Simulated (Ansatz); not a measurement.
## Stress against strain in BaTiO₃

```xyz
5
Lattice="3.9998 0.0000 0.0000 0.0000 3.9998 0.0000 0.0000 0.0000 4.0180" Properties=species:S:1:pos:R:3 pbc="T T T"
Ba    0.0000    0.0000    0.0000
Ti    1.9999    1.9999    2.0090
O     1.9999    1.9999    0.0000
O     1.9999    0.0000    2.0090
O     0.0000    1.9999    2.0090
```

Atom numbers follow the list: Ba1, Ti2, O3, O4, O5.

The geometry is COD entry 2100860, unchecked; take it as a test cell.

No spin–orbit coupling, which matters for the heavy atoms here.

Theory: DFT, PBEsol, all-electron LAPW, scalar-relativistic in Ansatz 0.2.0.

The runs use a Γ-centred 7×7×7 k mesh, Fermi–Dirac smearing of 0.03 eV, basis error target 1 meV/atom, no spin polarisation.

The strain is applied along the Cartesian axes of the cell as listed (the other components stay zero). Fractional coordinates are held (clamped ions).

σ is the change of stress from the unstrained cell, which is at -4.58 GPa; tension is positive, so slopes are stress–strain coefficients at that pressure.

Only quantities that a quadratic follows smoothly over the whole series are listed; rougher ones are left out.

```
εxx = εyy  σzz (GPa)  σxx (GPa)
  -0.0300      -6.58     -13.96
  -0.0200      -4.22      -8.72
  -0.0100      -2.03      -4.08
   0.0000       0.00       0.00
   0.0200       3.59       6.75
   0.0300       5.17       9.51
```

Q: Fit the series and read off the stiffness at zero strain.

A: Least-squares fits y = p0 + p1 x + p2 x² to the rows give σzz (GPa): p1 = 196, p2 = -790; σxx (GPa): p1 = 390, p2 = -2500. So C13 + C23 = 196 GPa and C11 + C12 = 390 GPa, for these axes.

Q: One run, at εxx = εyy = 0.0100, is withheld. Predict its row.

A: The fits give 1.88, 3.67; the run gave 1.87, 3.59.
